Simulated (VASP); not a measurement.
# ZnO (zincite): the relaxed cell at several levels of theory, part 2 of 2

How much does the relaxed cell of ZnO (zincite) depend on the functional? The starting structure is a measured crystal structure from the Crystallography Open Database. The first relaxation on each setting starts from this cell expanded by 3 % in volume.

VASP 6.6.1.

Results so far: PBEsol 11.86 Å³ an atom; LDA 11.42 Å³ an atom; PBE 12.41 Å³ an atom.

## (5) Relaxation with PBEsol + D3(BJ)

Level of this step: PBEsol with D3(BJ); plane waves and PAW (Zn, O) (VASP).

D3 with Becke-Johnson damping keeps a finite attraction at short range. This run starts from the cell of an earlier relaxation, which isn't shown; the restart sets up the plane waves anew.

File INCAR:

```
SYSTEM = ZnO
PREC = Accurate
ENCUT = 520
EDIFF = 1E-06
NELM = 100
ISMEAR = 0
SIGMA = 0.03
LREAL = .FALSE.
ALGO = Normal
GGA = PS
IVDW = 12
NBANDS = 24
LORBIT = 11
LWAVE = .FALSE.
LCHARG = .FALSE.
KPAR = 8
IBRION = 2
NSW = 50
ISIF = 3
EDIFFG = -0.006
```

File POSCAR:

```
ZnO
1.0
    3.2186703815      0.0000000000      0.0000000000
   -1.6093351908      2.7874503168      0.0000000000
    0.0000000000      0.0000000000      5.1946481424
Zn O
2 2
Direct
    0.6666666667      0.3333333333      0.0000392788
    0.3333333333      0.6666666667      0.5000392788
    0.3333333333      0.6666666667      0.8789707212
    0.6666666667      0.3333333333      0.3789707212
```

File KPOINTS:

```
Automatic mesh
0
Gamma
8 8 4
0 0 0
```

The projector-augmented-wave data sets are Zn and O (PBE family, release 64).

On the command line:

```console
$ mpirun -np 8 vasp_std
```

Log:

```text
[banner, memory and clock lines left out]
running    8 mpi-ranks, on    1 nodes
[...]
[... a notice as in an earlier step ...]

 [... a notice as in an earlier step ...]

 LDA part: xc-table for (Slater+PW92), standard interpolation
 POSCAR, INCAR and KPOINTS ok, starting setup
[...]
entering main loop
       N       E                     dE             d eps       ncg     rms          rms(c)
DAV:   1     0.279639826960E+03    0.27964E+03   -0.18587E+04  1464   0.221E+03
DAV:   2     0.505127453319E+01   -0.27459E+03   -0.26128E+03  1552   0.425E+02
DAV:   3    -0.217925953176E+02   -0.26844E+02   -0.26614E+02  1664   0.139E+02
DAV:   4    -0.222051957074E+02   -0.41260E+00   -0.41243E+00  1616   0.181E+01
[...]
DAV:  12    -0.193995751990E+02   -0.27842E-04   -0.86280E-05  2024   0.209E-01    0.188E-02
DAV:  13    -0.193995737053E+02    0.14937E-05   -0.13956E-05  1864   0.101E-01    0.836E-03
DAV:  14    -0.193995737489E+02   -0.43643E-07   -0.53763E-06  1544   0.285E-02
   1 F= -.20146981E+02 E0= -.20146981E+02  d E =-.201470E+02
[...]
reached required accuracy - stopping structural energy minimisation
```

Elapsed: 4.6 s, on 8 MPI ranks of Intel Xeon Platinum 8559C (Emerald Rapids), shared host; peak memory 1.5 GiB.

Parts of OUTCAR (step 5):

```text
 Edisp (eV)   -0.74741

  Total      -0.01199    -0.01199    -0.00280     0.00000     0.00000     0.00000
  in kB      -0.41210    -0.41210    -0.09615     0.00000     0.00000     0.00000
  external pressure =       -0.31 kB  Pullay stress =        0.00 kB

 POSITION                                       TOTAL-FORCE (eV/Angst)
 -----------------------------------------------------------------------------------
      1.60934      0.92915      0.00020         0.000000     -0.000000     -0.001619
     -0.00000      1.85830      2.59753        -0.000000     -0.000000     -0.001619
     -0.00000      1.85830      4.56594         0.000000     -0.000000      0.001619
      1.60934      0.92915      1.96862         0.000000      0.000000      0.001619
 -----------------------------------------------------------------------------------
    total drift:                                0.000001      0.000001     -0.000611

  FREE ENERGIE OF THE ION-ELECTRON SYSTEM (eV)
  ---------------------------------------------------
  free  energy   TOTEN  =       -20.1469809654 eV

  energy  without entropy=      -20.1469809654  energy(sigma->0) =      -20.14698097

[... 2 parts as in an earlier step ...]

[... 2 further parts left out ...]
[key lines of the parts left out:]
E-fermi :   1.3800
```

With PBEsol + D3(BJ) the relaxed cell holds 11.651 Å³ an atom, -2.09 % against the measured cell, with a = 3.219 Å and c = 5.195 Å. That is -1.72 % from PBEsol.

## (6) Relaxation with r2SCAN

r2SCAN adds the kinetic-energy density, costs more than a GGA and is run with LASPH. This run starts from the cell of an earlier relaxation, which isn't shown; the restart sets up the plane waves anew.

Edit INCAR of step 5 so:

```diff
@@ -9,4 +9,4 @@
 ALGO = Normal
-GGA = PS
-IVDW = 12
+METAGGA = R2SCAN
+LASPH = .TRUE.
 NBANDS = 24
```

File POSCAR:

```
ZnO
1.0
    3.2428577196      0.0000000000      0.0000000000
   -1.6214288599      2.8083971661      0.0000000000
    0.0000000000      0.0000000000      5.2209135466
Zn O
2 2
Direct
    0.6666666667      0.3333333333      0.9993872237
    0.3333333333      0.6666666667      0.4993872237
    0.3333333333      0.6666666667      0.8796227763
    0.6666666667      0.3333333333      0.3796227763
```

KPOINTS is that of step 5.

On the command line:

```console
$ mpirun -np 8 vasp_std
```

Log:

```text
[banner, memory and clock lines left out]
running    8 mpi-ranks, on    1 nodes
[...]
[... a notice as in an earlier step ...]

 [... a notice as in an earlier step ...]

 LDA part: xc-table for (None), standard interpolation
 POSCAR, INCAR and KPOINTS ok, starting setup
[...]
entering main loop
       N       E                     dE             d eps       ncg     rms          rms(c)
DAV:   1     0.265842093649E+03    0.26584E+03   -0.19118E+04  1448   0.224E+03
DAV:   2    -0.176831501780E+02   -0.28353E+03   -0.26920E+03  1560   0.434E+02
DAV:   3    -0.461637734425E+02   -0.28481E+02   -0.28271E+02  1696   0.145E+02
DAV:   4    -0.465916535331E+02   -0.42788E+00   -0.42773E+00  1624   0.189E+01
[...]
DAV:  14    -0.363181732941E+02    0.71305E-06   -0.18552E-05  1696   0.373E-02    0.138E-02
DAV:  15    -0.363181758157E+02   -0.25216E-05   -0.61213E-06  1504   0.232E-02    0.453E-03
DAV:  16    -0.363181749774E+02    0.83833E-06   -0.73233E-07  1008   0.144E-02
   1 F= -.36318175E+02 E0= -.36318175E+02  d E =-.363182E+02
[...]
reached required accuracy - stopping structural energy minimisation
```

Wall time 20 s (8 MPI ranks); peak memory 1.4 GiB; 2.5 min of CPU time.

OUTCAR, selected parts (step 6):

```text
  Total       -0.0022677     -0.0022677     -0.0151546      0.0000000     -0.0000000      0.0000000
  in kB       -0.0764139     -0.0764139     -0.5106471      0.0000000     -0.0000000      0.0000000
  external PRESSURE =      -0.2211583 kB  Pullay stress =       0.0000000 kB

 POSITION                                       TOTAL-FORCE (eV/Angst)
 -----------------------------------------------------------------------------------
      1.62143      0.93613      5.21771         0.000000     -0.000000      0.004869
     -0.00000      1.87226      2.60726        -0.000000      0.000000      0.004869
     -0.00000      1.87226      4.59243         0.000000     -0.000000     -0.004869
      1.62143      0.93613      1.98198         0.000000      0.000000     -0.004869
 -----------------------------------------------------------------------------------
    total drift:                                0.000001      0.000001     -0.077494

  FREE ENERGIE OF THE ION-ELECTRON SYSTEM (eV)
  ---------------------------------------------------
  free  energy   TOTEN  =       -36.3181749774 eV

  energy  without entropy=      -36.3181749774  energy(sigma->0) =      -36.31817498

[... 2 parts as in an earlier step ...]

[... 2 further parts left out ...]
[key lines of the parts left out:]
E-fermi :   1.0119
```

With r2SCAN the relaxed cell holds 11.887 Å³ an atom, -0.11 % against the measured cell, with a = 3.243 Å and c = 5.221 Å. That is +0.26 % from PBEsol.

## (7) Relaxation with r2SCAN + rVV10

rVV10 adds a nonlocal correlation energy for dispersion. This run starts from the cell of an earlier relaxation, which isn't shown; the restart sets up the plane waves anew.

Edit INCAR of step 6 so:

```diff
@@ -10,2 +10,6 @@
 METAGGA = R2SCAN
+LUSE_VDW = .TRUE.
+IVDW_NL = 2
+BPARAM = 11.95
+CPARAM = 0.0093
 LASPH = .TRUE.
```

File POSCAR:

```
ZnO
1.0
    3.2342288829      0.0000000000      0.0000000000
   -1.6171144415      2.8009243743      0.0000000000
    0.0000000000      0.0000000000      5.2057843145
Zn O
2 2
Direct
    0.6666666667      0.3333333333      0.9994430577
    0.3333333333      0.6666666667      0.4994430577
    0.3333333333      0.6666666667      0.8795669423
    0.6666666667      0.3333333333      0.3795669423
```

KPOINTS is that of step 6.

On the command line:

```console
$ mpirun -np 8 vasp_std
```

Log:

```text
[banner, memory and clock lines left out]
running    8 mpi-ranks, on    1 nodes
[...]
[... a notice as in an earlier step ...]

|                                                                             |
|               ----> ADVICE to this user running VASP <----                  |
|                                                                             |
|     You have switched on vdW-DFT.                                           |
|     This routine was written and supplied by Jiri Klimes. We recommend      |
|     that you carefully read and cite the following publications:            |
|       J. Klimes, D.R. Bowler, A. Michelides                                 |
|          J. Phys.: Cond Matt. 22 022201 (2010)                              |
|       J. Klimes, D.R. Bowler, A. Michelides                                 |
|          Phys. Rev. B. 83, 195131 (2011)                                    |
|     and references therein.                                                 |
[...]
DAV:   5    -0.352500889222E+02   -0.92015E-07   -0.18741E-06  1048   0.157E-02
Total rVV10 correction in eV:      1.0651435    37.3237501
Total rVV10 correction in eV:      1.0651435    37.3237501
Total rVV10 correction in eV:      1.0651435    37.3237501
Total rVV10 correction in eV:      1.0651435    37.3237501
Total rVV10 correction in eV:      1.0651435    37.3237501
Total rVV10 correction in eV:      1.0651435    37.3237501
Total rVV10 correction in eV:      1.0651435    37.3237501
Total rVV10 correction in eV:      1.0651435    37.3237501
Total rVV10 correction in eV:      1.0651455    37.3237501
Total rVV10 correction in eV:      1.0651455    37.3237501
Total rVV10 correction in eV:      1.0651455    37.3237501
Total rVV10 correction in eV:      1.0651455    37.3237501
Total rVV10 correction in eV:      1.0651455    37.3237501
Total rVV10 correction in eV:      1.0651455    37.3237501
Total rVV10 correction in eV:      1.0651455    37.3237501
Total rVV10 correction in eV:      1.0651455    37.3237501
   2 F= -.35250089E+02 E0= -.35250089E+02  d E =-.239537E-04
 trial-energy change:   -0.000024  1 .order   -0.000005   -0.000017    0.000007
 step:   0.9490(harm=  0.7236)  dis= 0.00012  next Energy=   -35.250089 (dE=-0.241E-04)
 reached required accuracy - stopping structural energy minimisation
```

The job ended after 1.7 min (8 MPI ranks; peak memory 2.3 GiB).

From OUTCAR (step 7):

```text
  Total        0.0125187      0.0125187      0.0209253     -0.0000000     -0.0000000      0.0000000
  in kB        0.4255955      0.4255955      0.7113949     -0.0000000     -0.0000000      0.0000000
  external PRESSURE =       0.5208619 kB  Pullay stress =       0.0000000 kB

 POSITION                                       TOTAL-FORCE (eV/Angst)
 -----------------------------------------------------------------------------------
      1.61661      0.93335      5.20281         0.000000     -0.000000      0.003819
     -0.00000      1.86670      2.60002         0.000000      0.000000      0.003819
     -0.00000      1.86670      4.57853        -0.000000     -0.000000     -0.003819
      1.61661      0.93335      1.97574        -0.000000     -0.000000     -0.003819
 -----------------------------------------------------------------------------------
    total drift:                                0.000001      0.000001     -0.068702

  FREE ENERGIE OF THE ION-ELECTRON SYSTEM (eV)
  ---------------------------------------------------
  free  energy   TOTEN  =       -35.2500889222 eV

  energy  without entropy=      -35.2500889222  energy(sigma->0) =      -35.25008892

[... 2 parts as in an earlier step ...]

[... 2 further parts left out ...]
[key lines of the parts left out:]
E-fermi :   1.0724
```

With r2SCAN + rVV10 the relaxed cell holds 11.782 Å³ an atom, -0.99 % against the measured cell, with a = 3.233 Å and c = 5.206 Å. That is -0.62 % from PBEsol.

## (8) Relaxation with optB86b-vdW

optB86b-vdW pairs nonlocal correlation with a less repulsive exchange of B86b form.

Edit INCAR of step 7 so:

```diff
@@ -9,7 +9,7 @@
 ALGO = Normal
-METAGGA = R2SCAN
+GGA = MK
+AGGAC = 0
 LUSE_VDW = .TRUE.
-IVDW_NL = 2
-BPARAM = 11.95
-CPARAM = 0.0093
+PARAM1 = 0.1234
+PARAM2 = 1
 LASPH = .TRUE.
```

File POSCAR:

```
ZnO
1.0
    3.2814814587      0.0000000000      0.0000000000
   -1.6407407294      2.8418463053      0.0000000000
    0.0000000000      0.0000000000      5.2572540255
Zn O
2 2
Direct
    0.6666666667      0.3333333333      0.0000000000
    0.3333333333      0.6666666667      0.5000000000
    0.3333333333      0.6666666667      0.8790100000
    0.6666666667      0.3333333333      0.3790100000
```

KPOINTS is that of step 7.

On the command line:

```console
$ mpirun -np 8 vasp_std
```

Log:

```text
[banner, memory and clock lines left out]
running    8 mpi-ranks, on    1 nodes
[...]
[... a notice as in an earlier step ...]

 [... a notice as in an earlier step ...]

 [... a notice as in an earlier step ...]

 LDA part: xc-table for (Slater+PW92), standard interpolation
 POSCAR, INCAR and KPOINTS ok, starting setup
[...]
entering main loop
       N       E                     dE             d eps       ncg     rms          rms(c)
DAV:   1     0.287565498045E+03    0.28757E+03   -0.18407E+04  1456   0.217E+03
DAV:   2     0.146474519028E+02   -0.27292E+03   -0.25911E+03  1592   0.419E+02
DAV:   3    -0.115868678004E+02   -0.26234E+02   -0.26052E+02  1672   0.137E+02
DAV:   4    -0.119853063456E+02   -0.39844E+00   -0.39822E+00  1616   0.180E+01
[...]
DAV:  13    -0.882134664075E+01   -0.12759E-04   -0.32326E-05  1664   0.761E-02    0.190E-02
DAV:  14    -0.882134212256E+01    0.45182E-05   -0.12880E-05  1616   0.329E-02    0.395E-03
DAV:  15    -0.882134197580E+01    0.14676E-06   -0.16649E-06  1088   0.107E-02
   1 F= -.88213420E+01 E0= -.88213420E+01  d E =-.882134E+01
[... from here on, the cycles between the ionic steps are left out ...]
   2 F= -.88252946E+01 E0= -.88252946E+01  d E =-.395266E-02
   3 F= -.88261937E+01 E0= -.88261937E+01  d E =-.485168E-02
   4 F= -.88261923E+01 E0= -.88261923E+01  d E =-.485029E-02
   5 F= -.88262920E+01 E0= -.88262920E+01  d E =-.997539E-04
   6 F= -.88262963E+01 E0= -.88262963E+01  d E =-.103980E-03
   7 F= -.88263579E+01 E0= -.88263579E+01  d E =-.616384E-04
   8 F= -.88263991E+01 E0= -.88263991E+01  d E =-.102843E-03
   9 F= -.88263903E+01 E0= -.88263903E+01  d E =0.878246E-05
 trial-energy change:    0.000009  1 .order   -0.000005   -0.000030    0.000020
 step:   0.8896(harm=  0.8896)  dis= 0.00039  next Energy=    -8.826408 (dE=-0.887E-05)
 reached required accuracy - stopping structural energy minimisation
```

Wall time 5.1 min (8 MPI ranks); peak memory 3 GiB.

OUTCAR, selected parts (step 8):

```text
  Total       -0.0091196     -0.0091196     -0.0101673      0.0000000      0.0000000      0.0000000
  in kB       -0.3018008     -0.3018008     -0.3364742      0.0000000      0.0000000      0.0000000
  external PRESSURE =      -0.3133586 kB  Pullay stress =       0.0000000 kB

 POSITION                                       TOTAL-FORCE (eV/Angst)
 -----------------------------------------------------------------------------------
      1.62875      0.94036      0.00190        -0.000000     -0.000000     -0.003487
     -0.00000      1.88072      2.63602        -0.000000     -0.000000     -0.003487
     -0.00000      1.88072      4.62894         0.000000      0.000000      0.003487
      1.62875      0.94036      1.99482        -0.000000      0.000000      0.003487
 -----------------------------------------------------------------------------------
    total drift:                               -0.000000     -0.000001      0.000096

  FREE ENERGIE OF THE ION-ELECTRON SYSTEM (eV)
  ---------------------------------------------------
  free  energy   TOTEN  =        -8.8263903104 eV

  energy  without entropy=       -8.8263903104  energy(sigma->0) =       -8.82639031

[... 2 parts as in an earlier step ...]

[... 2 further parts left out ...]
[key lines of the parts left out:]
E-fermi :   1.0667
```

With optB86b-vdW the relaxed cell holds 12.103 Å³ an atom, +1.71 % against the measured cell, with a = 3.257 Å and c = 5.268 Å. That is +2.09 % from PBEsol.

## (9) Relaxation with PBE + D3(BJ)

Edit INCAR of step 8 so:

```diff
@@ -9,8 +9,4 @@
 ALGO = Normal
-GGA = MK
-AGGAC = 0
-LUSE_VDW = .TRUE.
-PARAM1 = 0.1234
-PARAM2 = 1
-LASPH = .TRUE.
+GGA = PE
+IVDW = 12
 NBANDS = 24
```

POSCAR is that of step 8.

KPOINTS is that of step 8.

On the command line:

```console
$ mpirun -np 8 vasp_std
```

Log:

```text
[... set-up lines as in an earlier step ...]
 entering main loop
       N       E                     dE             d eps       ncg     rms          rms(c)
[... 15 cycles as in an earlier step ...]
   1 F= -.18722900E+02 E0= -.18722900E+02  d E =-.187229E+02
[... from here on, the cycles between the ionic steps are left out ...]
   2 F= -.18725386E+02 E0= -.18725386E+02  d E =-.248566E-02
   3 F= -.18725715E+02 E0= -.18725715E+02  d E =-.281545E-02
   4 F= -.18725716E+02 E0= -.18725716E+02  d E =-.281581E-02
   5 F= -.18725768E+02 E0= -.18725768E+02  d E =-.523080E-04
   6 F= -.18725774E+02 E0= -.18725774E+02  d E =-.585559E-04
   7 F= -.18725816E+02 E0= -.18725816E+02  d E =-.421773E-04
   8 F= -.18725835E+02 E0= -.18725835E+02  d E =-.606090E-04
[...]
reached required accuracy - stopping structural energy minimisation
```

It took 25 s on 8 MPI ranks; peak memory 1.7 GiB.

OUTCAR, selected parts (step 9):

```text
 Edisp (eV)   -0.87771

 Edisp (eV)   -0.87757

  Total      -0.02201    -0.02201    -0.01102     0.00000    -0.00000     0.00000
  in kB      -0.72512    -0.72512    -0.36316     0.00000    -0.00000     0.00000
  external pressure =       -0.60 kB  Pullay stress =        0.00 kB

 POSITION                                       TOTAL-FORCE (eV/Angst)
 -----------------------------------------------------------------------------------
      1.63213      0.94231      0.00020         0.000000      0.000000     -0.000158
     -0.00000      1.88462      2.63499        -0.000000      0.000000     -0.000158
     -0.00000      1.88462      4.63181        -0.000000      0.000000      0.000158
      1.63213      0.94231      1.99702         0.000000     -0.000000      0.000158
 -----------------------------------------------------------------------------------
    total drift:                               -0.000001     -0.000001     -0.000525

  FREE ENERGIE OF THE ION-ELECTRON SYSTEM (eV)
  ---------------------------------------------------
  free  energy   TOTEN  =       -18.7258348923 eV

  energy  without entropy=      -18.7258348923  energy(sigma->0) =      -18.72583489

[... 2 parts as in an earlier step ...]

[... 2 further parts left out ...]
[key lines of the parts left out:]
E-fermi :   1.1920
```

With PBE + D3(BJ) the relaxed cell holds 12.157 Å³ an atom, +2.16 % against the measured cell, with a = 3.264 Å and c = 5.270 Å. That is +2.54 % from PBEsol.

## (10) All runs side by side

| level | volume (Å³/atom) | against the measured cell (%) | a (Å) | c (Å) | pressure left (GPa) | core minutes |
| --- | --- | --- | --- | --- | --- | --- |
| PBEsol | 11.856 | -0.37 | 3.238 | 5.2229 | 0.03 | 3.97 |
| LDA | 11.422 | -4.01 | 3.1956 | 5.1662 | 0.01 | 2.61 |
| PBE | 12.413 | 4.31 | 3.2869 | 5.3067 | -0.02 | 2.11 |
| PBEsol + D3(BJ) | 11.651 | -2.09 | 3.2187 | 5.1946 | -0.03 | 3.81 |
| r2SCAN | 11.887 | -0.11 | 3.2429 | 5.2209 | -0.02 | 10.7 |
| r2SCAN + rVV10 | 11.782 | -0.99 | 3.2332 | 5.2056 | 0.05 | 48.4 |
| optB86b-vdW | 12.103 | 1.71 | 3.2575 | 5.2682 | -0.03 | 40.4 |
| PBE + D3(BJ) | 12.157 | 2.16 | 3.2643 | 5.2696 | -0.06 | 3.33 |

Core minutes are wall time times ranks, summed over the relaxations behind a row (those for a bulk modulus apart), on shared hosts.

## (11) Outcome

```json
{"volume, PBEsol": "11.86 Å³/atom", "volume, LDA": "11.42 Å³/atom", "volume, PBE": "12.41 Å³/atom", "volume, PBEsol + D3(BJ)": "11.65 Å³/atom", "volume, r2SCAN": "11.89 Å³/atom", "volume, r2SCAN + rVV10": "11.78 Å³/atom", "volume, optB86b-vdW": "12.10 Å³/atom", "volume, PBE + D3(BJ)": "12.16 Å³/atom"}
```

What this shows: Across 8 levels the volume of ZnO (zincite) spans 8.7 %, from 11.42 Å³ an atom (LDA) to 12.41 Å³ (PBE). Against the measured volume of the starting structure, r2SCAN comes nearest (-0.1 %) and PBE lies farthest (+4.3 %). The measured cell holds zero-point expansion and, unless it was taken cold, thermal expansion, which the runs lack, so small differences decide nothing. Adding D3(BJ) to PBEsol changes the volume by -1.7 %. Adding rVV10 to r2SCAN changes the volume by -0.9 %. Adding D3(BJ) to PBE changes the volume by -2.1 %. LASPH is on in some of these runs and off in others, which adds a little to the differences. All runs keep the symmetry of the start, so they can't find a distortion of lower symmetry. Further runs on this material are not shown.

[Lines on the potential files, build, host, timing and source positions are cut from VASP's logs without a mark.]

[Logs are printed without paths, hosts, clocks, repeated set-up lines and the standing remarks that a program may print on its own settings, such as how far it seeks lower states.]

[Hosts, paths, dates, database ids (printed as entryN), source tags and the programs' standing remarks are cut or masked in the printed files.]
